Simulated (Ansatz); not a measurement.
# MgO: band edges up the ladder

The task, for MgO: read the levels at named points of the zone under several functionals.

Computed with Ansatz 0.2.0 (DFT PBEsol, scalar-relativistic, plane waves, PAW, unless a step's input says otherwise).

That is the level of the relaxation; later steps name their own.

## 1. Starting point

It takes space group P6_3mc (No. 186, hexagonal). Conventional cell: a = 3.241 Å, b = 3.241 Å, c = 5.192 Å, α = 90.00°, β = 90.00°, γ = 120.00°. Mg (site symmetry 3m) is surrounded by 4 O at 1.97 Å. O (site symmetry 3m) has 4 Mg at 1.97 Å as nearest neighbours.

Structure file:

```cif
data_structure
_symmetry_space_group_name_H-M 'P 1'
_symmetry_Int_Tables_number 1
_cell_length_a 3.2406
_cell_length_b 3.2406
_cell_length_c 5.1917
_cell_angle_alpha 90.000
_cell_angle_beta 90.000
_cell_angle_gamma 120.000
_cell_volume 47.22
loop_
_atom_site_label
_atom_site_type_symbol
_atom_site_fract_x
_atom_site_fract_y
_atom_site_fract_z
_atom_site_occupancy
Mg1 Mg 0.33333 0.66667 0.50000 1
Mg2 Mg 0.66667 0.33333 0.00000 1
O1 O 0.66667 0.33333 0.37901 1
O2 O 0.33333 0.66667 0.87901 1
```

(A quick probe on a coarse mesh, which set the mesh and smearing, is not shown.)

## 3. Full relaxation

The input, input.yaml:

```yaml
crystal:
  lattice:
    - [3.240576, 0.0, 0.0]
    - [-1.620288, 2.80642114, 0.0]
    - [0.0, 0.0, 5.19171949]
  atoms:
    - { symbol: Mg, position: [0.33333333, 0.66666667, 0.5] }
    - { symbol: Mg, position: [0.66666667, 0.33333333, 0.0] }
    - { symbol: O, position: [0.66666667, 0.33333333, 0.37901] }
    - { symbol: O, position: [0.33333333, 0.66666667, 0.87901] }
basis:
  ecutwfc: 420
kpoints:
  mp_grid: { grid: [9, 9, 6] }
hamiltonian:
  xc: pbesol
scf:
  occupations: { method: gaussian, width: 0.02 }
output:
  forces: true
  stress: true
  eigenvalues: true
relax:
  adjacent_minimum: "off"
  f_tol: 0.005
  max_steps: 80
  cell: { stress_tol: 0.05 }
```

On the command line:

```bash
$ ansatz run input.yaml --threads 2 --pin off --max-ram 5120MiB --backend cpu --events-out ev --progress --plain --runs-dir out
```

The session goes on with these runs: band edges over the whole zone; the run at PBEsol, 250 eV and coarse mesh; levels with LDA; levels with PBE0; the run at Hartree-Fock.

What does the calculation give? Wanted: relaxed cell; volume; formation energy; gap, LDA; gap, PBE0; gap, Hartree-Fock.

**Answer**, as computed:

| quantity | value |
| --- | --- |
| relaxed cell | a = 3.301 Å, b = 3.301 Å, c = 5.028 Å, α = 90.00°, β = 90.00°, γ = 120.00° |
| space group (0.01 Å) | P6_3mc (No. 186) |
| volume | 11.86 Å³/atom |
| formation energy (elements from runs with the same settings, not shown) | -2.65 eV/atom |
| gap, LDA | 3.38 eV, direct |
| gap, PBE0 | 5.81 eV, direct |
| gap, Hartree-Fock | 13.54 eV, direct |

**Reading.** The volume hardly moved (+0.5 %). The shape changed too: the edges of the input's cell moved by +1.9, +1.9, -3.1 %. The gap runs from 3.38 eV (LDA) to 13.54 eV (Hartree-Fock). Hartree-Fock took about 14 times the CPU time of LDA, on unlike meshes where the table says so. Hartree-Fock has no screening, so it overshoots gaps by far. The cheap run is there to show what low settings cost; its numbers aren't properties. The settings are coarse, so take the values as rough.
